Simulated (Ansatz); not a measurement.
# NbSi2N4 monolayer in a perpendicular field

Aim: how the NbSi2N4 monolayer screens a field along its normal, and what the field does to its bands. A positive field points along +c.

Method: plane-wave DFT, PBE-D3(BJ), Ansatz PAW, in Ansatz 0.2.0.

This is a report of a sequence of runs, with most program output left out.

## 1. Starting point

The cell holds 7 atoms: 4 N, 2 Si and 1 Nb. Its edges and angles: a = 2.920 Å, b = 2.920 Å, c = 45.359 Å, α = 90.0°, β = 90.0°, γ = 120.0°. Vacuum lies along c.

Coordinates:

```xyz
7
Lattice="2.9200 0.0000 0.0000 -1.4600 2.5288 0.0000 0.0000 0.0000 45.3587" Properties=species:S:1:pos:R:3
N     0.0000    0.0000   19.1000
Si    0.0000    1.6859   19.5694
N     0.0000    1.6859   21.3194
Nb    0.0000    0.0000   22.6794
N     0.0000    1.6859   24.0393
Si    0.0000    1.6859   25.7893
N     0.0000    0.0000   26.2587
```

## 2. Relaxation

The starting cell is a guess, so the in-plane lattice and the atoms are relaxed first, with the slab cut off from its images along the normal.

The input, input.yaml:

```yaml
crystal:
  lattice:
    - [2.92, 0.0, 0.0]
    - [-1.46, 2.5287941791, 0.0]
    - [0.0, 0.0, 45.3587341686]
  atoms:
    - { symbol: "N", position: [0.0, 0.0, 0.4210875888] }
    - { symbol: Si, position: [0.3333333333, 0.6666666667, 0.4314369138] }
    - { symbol: "N", position: [0.3333333333, 0.6666666667, 0.4700182373] }
    - { symbol: Nb, position: [0.0, 0.0, 0.5], spin: 1.0 }
    - { symbol: "N", position: [0.3333333333, 0.6666666667, 0.5299817627] }
    - { symbol: Si, position: [0.3333333333, 0.6666666667, 0.5685630862] }
    - { symbol: "N", position: [0.0, 0.0, 0.5789124112] }
  periodic: [true, true, false]
magnetization:
  spin_polarized: true
kpoints:
  mp_grid: { grid: [12, 12, 1] }
hamiltonian:
  xc: pbe
  dispersion: d3bj
scf:
  occupations: { method: fermi_dirac, width: 0.05 }
  convergence: { dr2_threshold: 1.0e-09 }
relax:
  f_tol: 0.004
  max_steps: 90
  cell: {}
output:
  write_potential: true
  write_density: true
  volumetric_format: npy
```

Command:

```sh
ansatz run input.yaml --threads 2 --pin off --max-ram 3072MiB --backend cpu --events-out ev --progress --plain --runs-dir out
```

It took 2.7 min on 2 threads of Intel Xeon Platinum 8559C (Emerald Rapids), shared host; peak memory 0.72 GiB; 5.2 min of CPU time.

The steps of the relaxation:

```csv
step,energy less that of the first step (eV),largest force component (eV/Å),volume (Å³)
1,0.0000,1.8621,334.93
2,-0.1915,1.0732,341.44
3,-0.2611,0.2547,340.28
4,-0.2650,0.1132,341.07
5,-0.2655,0.0050,341.76
6,-0.2655,0.0001,341.77
7*,-0.2705,0.0003,341.77
8,-0.2704,0.0004,341.91
9*,-0.2705,0.0005,341.91
```

Relaxation steps marked * repeat the geometry before them on a plane-wave basis chosen anew for their cell, so energy and pressure can jump there.

The run keeps the 12 symmetry operations that it works with, so distortions that break them were not tested.

```
cell as run  before  after  change
      a (Å)   2.920  2.950  +1.0 %
      b (Å)   2.920  2.950  +1.0 %
```

The atoms that moved most (Å, along periodic axes as changes of fractional coordinates times the final cell, across vacuum about the mean position):

| atom | dx | dy | dz | length |
| --- | --- | --- | --- | --- |
| Si6 | 0.000 | 0.000 | -0.106 | 0.106 |
| Si2 | 0.000 | 0.000 | 0.106 | 0.106 |
| N5 | 0.000 | 0.000 | -0.103 | 0.103 |
| N3 | 0.000 | 0.000 | 0.103 | 0.103 |
| N1 | 0.000 | 0.000 | 0.072 | 0.072 |
| N7 | 0.000 | 0.000 | -0.072 | 0.072 |

Final coordinates:

```xyz
7
Lattice="2.9502 0.0000 0.0000 -1.4751 2.5550 0.0000 0.0000 0.0000 45.3587" Properties=species:S:1:pos:R:3
N     0.0000    0.0000   19.1715
Si    0.0000    1.7033   19.6755
N     0.0000    1.7033   21.4227
Nb    0.0000    0.0000   22.6794
N     0.0000    1.7033   23.9361
Si    0.0000    1.7033   25.6833
N     0.0000    0.0000   26.1872
```

This step gave:

- energy at zero smearing: -7368.2460 eV
- total moment: 0.8639 μB
- site moments: 0.007980, 0.003652, 0.006956, 0.3520, 0.006956, 0.003652, 0.007980 μB

Site moment by atom:

| atom | site moment (μB) |
| --- | --- |
| N1 | 0.008 |
| Si2 | 0.004 |
| N3 | 0.007 |
| Nb4 | 0.352 |
| N5 | 0.007 |
| Si6 | 0.004 |
| N7 | 0.008 |

The lattice constant a goes from 2.920 to 2.950 Å.

## 3. Atoms held, field 0

A sawtooth potential applies the field, turning back in the middle of the vacuum. With the dipole correction the typed value is the field outside the slab. The induced dipole is small, so the SCF threshold is tight.

The cell differs from the one that the last finished run ended in (c 45.359 → 25.016 Å).

The input, input.yaml:

```yaml
crystal:
  lattice:
    - [2.9502389782, 0.0, 0.0]
    - [-1.4751194891, 2.5549819024, 0.0]
    - [0.0, 0.0, 25.0156502269]
  atoms:
    - { symbol: "N", position: [0.0, 0.0, 0.3597747777], spin: 0.01 }
    - { symbol: Si, position: [0.3333333333, 0.6666666667, 0.3799187159] }
    - { symbol: "N", position: [0.3333333333, 0.6666666667, 0.4497628605], spin: 0.01 }
    - { symbol: Nb, position: [0.0, 0.0, 0.5], spin: 0.35 }
    - { symbol: "N", position: [0.3333333333, 0.6666666667, 0.5502371395], spin: 0.01 }
    - { symbol: Si, position: [0.3333333333, 0.6666666667, 0.6200812841] }
    - { symbol: "N", position: [0.0, 0.0, 0.6402252223], spin: 0.01 }
magnetization:
  spin_polarized: true
kpoints:
  mp_grid: { grid: [18, 18, 1] }
  band_path:
    path: [[0, 0, 0], [0.5, 0, 0], [0.33333333, 0.33333333, 0], [0, 0, 0]]
    npoints: 16
hamiltonian:
  xc: pbe
  dispersion: d3bj
scf:
  occupations: { method: fermi_dirac, width: 0.02585 }
  convergence: { dr2_threshold: 1.0e-10 }
efield:
  axis: 3
  dipole_correction: true
  ramp_position: 0.97
  ramp_width: 0.06
  amplitude: 0
output:
  dos: { projected: true, e_range: [-6, 5] }
  write_potential: true
  write_density: true
  volumetric_format: npy
  elf: true
```

Wall time 35 s (2 threads); peak memory 0.73 GiB.

This step gave:

* energy at zero smearing: -7368.2472 eV
* total moment: 0.8820 μB
* site moments: 0.008119, 0.003776, 0.007373, 0.3591, 0.007373, 0.003776, 0.008119 μB
* work function, upper face: 5.404 eV
* dipole along the normal: 3.89e-8 e·Å

Running mean over a fixed 2.6 Å (it still follows the layers) of the planar mean; the ramp of the sawtooth is left out. The electron's electrostatic potential energy less the Fermi level by z:

```
z (Å)  electron's electrostatic potential energy less the Fermi level (eV)
  3.5                                                                 5.40
  4.0                                                                 5.40
  4.5                                                                 5.40
  5.0                                                                 5.40
  5.5                                                                 5.40
  6.0                                                                 5.39
  6.5                                                                 5.31
  7.0                                                                 4.92
  7.5                                                                 2.97
  8.0                                                                -1.49
  8.5                                                                -5.74
  9.0                                                                -8.04
  9.5                                                                -8.96
 10.0                                                                -9.80
 10.5                                                                -8.60
 11.0                                                                -8.11
 11.5                                                                -10.4
 12.0                                                                -12.8
 12.5                                                                -13.6
 13.0                                                                -12.8
 13.5                                                                -10.5
 14.0                                                                -8.16
 14.5                                                                -8.54
 15.0                                                                -9.80
 15.5                                                                -8.99
 16.0                                                                -8.09
 16.5                                                                -5.84
 17.0                                                                -1.64
 17.5                                                                 2.86
 18.0                                                                 4.90
 18.5                                                                 5.31
 19.0                                                                 5.38
 19.5                                                                 5.40
 20.0                                                                 5.40
 20.5                                                                 5.40
 21.0                                                                 5.40
 21.5                                                                 5.40
```

The density of states has structure finer than the step of the table below, so its rows give means over 0.2 eV, whole bins alone (the curve runs from -6 to 1.99 eV). Peaks (eV: height): total -5.81: 5.93, -5.31: 7.63, -3.05: 4.99, -2.14: 8.00, -2.00: 7.52, -0.82: 6.22, 0.04: 7.55; up -5.70: 2.91, -5.37: 4.86, -3.05: 3.63, -2.50: 2.85, -2.17: 4.90, -2.00: 4.32, -0.82: 6.22; down -5.81: 3.53, -5.31: 4.98, -2.94: 3.29, -2.42: 2.57, -2.14: 4.19, -1.92: 4.37, 0.04: 7.36.

The density of states by energy, zero at the Fermi level; means over each step; values in states/eV a cell:

```
energy (eV)  total     up   down
       -5.8   5.18   2.54   2.64
       -5.6   3.65   1.60   2.05
       -5.4   5.41   2.91   2.50
       -5.2   5.15   2.47   2.67
       -5.0   3.82   1.99   1.83
       -4.8   4.09   2.20   1.89
       -4.6   4.11   1.98   2.13
       -4.4   3.05   1.36   1.69
       -4.2   2.49   1.17   1.33
       -4.0   2.31   1.11   1.20
       -3.8   1.77  0.886  0.884
       -3.6   2.34   1.29   1.05
       -3.4   3.90   2.12   1.78
       -3.2   3.83   1.88   1.95
       -3.0   4.65   2.33   2.32
       -2.8   3.64   1.82   1.82
       -2.6   3.97   2.01   1.96
       -2.4   4.00   1.87   2.13
       -2.2   5.96   3.14   2.82
       -2.0   6.53   3.09   3.44
       -1.8   2.43   1.01   1.42
       -1.6  0.913  0.437  0.476
       -1.4  0.791  0.391  0.400
       -1.2  0.500  0.217  0.283
       -1.0      0      0      0
       -0.8   2.29   2.29      0
       -0.6   1.43   1.43      0
       -0.4  0.698  0.698      0
       -0.2  0.401  0.401      0
        0.0   2.12  0.197   1.92
        0.2   1.97  0.208   1.76
        0.4  0.749      0  0.749
        0.6  0.459      0  0.459
        0.8  0.236      0  0.236
        1.0  0.136      0  0.136
        1.2      0      0      0
```

Projected DOS per atom over height of the atomic layer and energy from the Fermi level. Layers: N Si N Nb N Si N from below.

Values in states/eV, 22 rows by 7 columns, each cell a mean:
```
0.00 0.00 0.00 0.00 0.00 0.00 0.00
0.00 0.00 0.00 0.00 0.00 0.00 0.00
0.00 0.00 0.00 0.04 0.00 0.00 0.00
0.01 0.01 0.02 0.24 0.02 0.01 0.01
0.01 0.01 0.06 0.76 0.06 0.01 0.01
0.03 0.02 0.11 1.33 0.11 0.02 0.03
0.01 0.01 0.06 0.50 0.06 0.01 0.01
0.05 0.02 0.14 1.36 0.14 0.02 0.05
0.05 0.00 0.05 0.00 0.05 0.00 0.05
0.20 0.00 0.19 0.02 0.19 0.00 0.20
0.65 0.02 0.91 0.18 0.91 0.02 0.65
1.14 0.04 1.40 0.45 1.40 0.04 1.14
0.63 0.04 0.99 0.61 0.99 0.04 0.63
0.75 0.06 0.90 0.63 0.90 0.06 0.75
0.62 0.08 0.93 0.64 0.93 0.08 0.62
0.30 0.04 0.58 0.43 0.58 0.04 0.30
0.47 0.07 0.36 0.42 0.36 0.07 0.47
0.59 0.13 0.47 0.52 0.47 0.13 0.59
0.76 0.23 0.76 0.64 0.76 0.23 0.76
1.03 0.34 0.60 0.41 0.60 0.34 1.03
0.84 0.34 0.74 0.56 0.74 0.34 0.84
0.75 0.42 0.91 0.61 0.91 0.42 0.75
```
Columns: height of the atomic layer (Å) from 9 to 16.0 (not evenly spaced); rows upwards: energy from the Fermi level (eV) from -5.96 to 1.96.

Projected DOS per atom, spin up over height of the atomic layer and energy from the Fermi level. Layers: N Si N Nb N Si N from below.

Ten even steps from '_' (0.00 states/eV) to '@' (1.36 states/eV), each cell a mean:
```
______________
______________
______________
______________
______________
______..______
______--______
____..@@..____
______________
______________
::__::__::__::
==__++..++__==
::__--::--__::
::__--::--__::
::__--::--__::
..__::..::__..
..__......__..
::__......__::
::__::::::__::
--..::..::..--
--..::::::..--
::..--::--..::
```
Columns: height of the atomic layer (Å) from 9 to 16.0 (not evenly spaced); rows upwards: energy from the Fermi level (eV) from -5.96 to 1.96.

Projected DOS per atom, spin down over height of the atomic layer and energy from the Fermi level. Layers: N Si N Nb N Si N from below.

Ten even steps from '0' (0.00 states/eV) to '9' (1.18 states/eV), each cell a mean:
```
0000000
0000000
0000000
0002000
0006000
0009000
0000000
0000000
0000000
0000000
3040403
4051504
2042402
3032303
2032302
1021201
2011102
2022202
3032303
4121214
3132313
3132313
```
Columns: height of the atomic layer (Å) from 9 to 16.0 (not evenly spaced); rows upwards: energy from the Fermi level (eV) from -5.96 to 1.96.

Deep bands are left out, so band numbers here count from the lowest band kept and differ from the log's. Electronic bands along the path, in eV, zero at the Fermi level; # counts the bands kept:

| point | up #10 | up #11 | up #12 | up #13 | down #10 | down #11 | down #12 | down #13 |
| --- | --- | --- | --- | --- | --- | --- | --- | --- |
| Γ | -2.19 | -2.19 | -2.17 | 0.24 | -2.13 | -2.11 | -2.11 | 0.96 |
| halfway | -2.97 | -2.63 | -2.16 | -0.67 | -2.90 | -2.45 | -2.12 | 0.17 |
| M | -2.26 | -2.25 | -1.73 | -0.70 | -2.22 | -2.18 | -1.68 | 0.11 |
| halfway | -2.79 | -2.00 | -1.60 | -0.50 | -2.66 | -1.93 | -1.56 | 0.31 |
| K | -3.88 | -1.92 | -1.17 | -0.14 | -3.70 | -1.86 | -1.13 | 0.68 |
| halfway | -2.45 | -2.33 | -2.19 | -0.81 | -2.33 | -2.29 | -2.13 | 0.05 |
| Γ | -2.19 | -2.19 | -2.17 | 0.24 | -2.13 | -2.11 | -2.11 | 0.96 |

Spin density in the ca plane at fractional y = 0.667, with atoms of Si and N within 0.2 Å of it.

Ten even steps from '0' (0.00 e/Å³) to '9' (0.12 e/Å³), each cell a mean:
```
00000000000000000000002793100000000000000000
00000000000000000000002793100000000000000000
00000000000000000000001462000000000000000000
00000000000000000000000120000000000000000000
00000000000000000011000000001110000000000000
00000000000000000011000000001110000000000000
00000000000000000000000110000000000000000000
00000000000000000000001452000000000000000000
```
Columns run along c (16.0 Å, from fractional 0.16 to 0.79 of the cell), rows up along a (3.0 Å). Atoms in or near the plane, at fractional coordinates: Si at (0.38, 0.33), N at (0.45, 0.33), N at (0.55, 0.33), Si at (0.62, 0.33).

Electrostatic potential energy in the ca plane at fractional y = 0.667, with atoms of Si and N within 0.2 Å of it. With pseudopotentials it is smooth inside the atoms' cores, unlike the true potential.

Ten even steps from '0' (-57 eV) to '9' (7 eV), each cell a mean:
```
99999999999999888999987556899998889999999999
99999999999999888999987556899998889999999999
99999999999998877899988767889987778999999999
99999999999998523587568888656873247899999999
99999999999987200373016888201650015899999999
99999999999986200262016887201640005899999999
99999999999998522586458888645863137899999999
99999999999998777899888777889987678999999999
```
Columns run along c (16.0 Å, from fractional 0.16 to 0.79 of the cell; values clipped at the 3rd and 97th percentile), rows up along a (3.0 Å). Atoms in or near the plane, at fractional coordinates: Si at (0.38, 0.33), N at (0.45, 0.33), N at (0.55, 0.33), Si at (0.62, 0.33).

(Part 1 of 2 ends here.)

[Logs are printed without paths, hosts, clocks, repeated set-up lines and the standing remarks that a program may print on its own settings, such as how far it seeks lower states.]

[Hosts, paths, dates, database ids (printed as entryN), source tags and the programs' standing remarks are cut or masked in the printed files.]

[Maps of the electrostatic potential energy from Ansatz leave out the sawtooth potential of an applied field or a dipole correction, so their vacuum need not be flat; planar profiles and work functions include it.]

[The density of states shown here was stored with 400 of the rows of the run's finer table, so its peaks can read low, often by over a quarter, or be missed, and its means over a window can be off by a tenth or more.]
